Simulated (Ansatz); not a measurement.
InSe/InSe (GaSe type multilayer), computed twice by G0W0.

The cell holds 8 atoms: 4 In and 4 Se. Its edges and angles: a = 3.954 Å, b = 3.954 Å, c = 50.300 Å, α = 90.0°, β = 90.0°, γ = 120.0°. Regions: layer 1 (InSe), 4 atoms (2 In and 2 Se); layer 2 (InSe), 4 atoms (2 In and 2 Se). Vacuum lies along c.

```xyz
8
Lattice="3.9536 0.0000 0.0000 -1.9768 3.4239 0.0000 0.0000 0.0000 50.3000" Properties=species:S:1:pos:R:3
In    0.0000    2.2826   22.4382
In    0.0000    2.2826   19.6855
Se    1.9768    1.1413   23.7330
Se    1.9768    1.1413   18.3873
In    1.9768    1.1413   30.6145
In    1.9768    1.1413   27.8618
Se    0.0000    2.2826   31.9127
Se    0.0000    2.2826   26.5670
```

The structure was relaxed with PBEsol-D3(BJ). The runs that relaxed it are not among those shown. PAW set soft_2, made with PBE.

The first (Ansatz 0.2.0; start PBEsol, 6×6×1 mesh, 905 empty bands, screening to 70 eV; 1 × NVIDIA H100 80GB HBM3 (shared by 6 runs) with 3 threads of AMD EPYC 7R13 (Zen 3), shared host) gave, on its mesh: starting gap 1.23 eV, G0W0 gap 2.15 eV, mean of 1 + 4πα/V (set by the cell height) 2.74, 1.7 min.

**Question.** The second changes empty bands from 905 to 362 and screening cutoff (eV) from 70.0 to 38. What does it give?

It gave: starting gap 1.23 eV, G0W0 gap 2.11 eV, mean of 1 + 4πα/V (set by the cell height) 2.79, 74 s. The G0W0 gap moves by −0.04 eV, +0.00 eV from the start and −0.04 eV from the correction. Σc changes by +0.30 eV at the valence top and +0.26 eV at the conduction bottom, and Σx − Vxc between them by +0.0001 eV.

Limits: not at the basis limit; coarse mesh for a sheet; no spin-orbit coupling.

[Paths, hosts, dates, memory and timing lines, banners, echoed tables and standing remarks are left out of the program output.]

[Logs are printed without paths, hosts, clocks, repeated set-up lines and the standing remarks that a program may print on its own settings, such as how far it seeks lower states.]

[Runs of the session that timed out or met a known fault of the program may be left out.]

[Cells called generated may have been cut or substituted from an entry of the Crystallography Open Database or the Materials Project.]

[Hosts, paths, dates, database ids (printed as entryN), source tags and the programs' standing remarks are cut or masked in the printed files.]
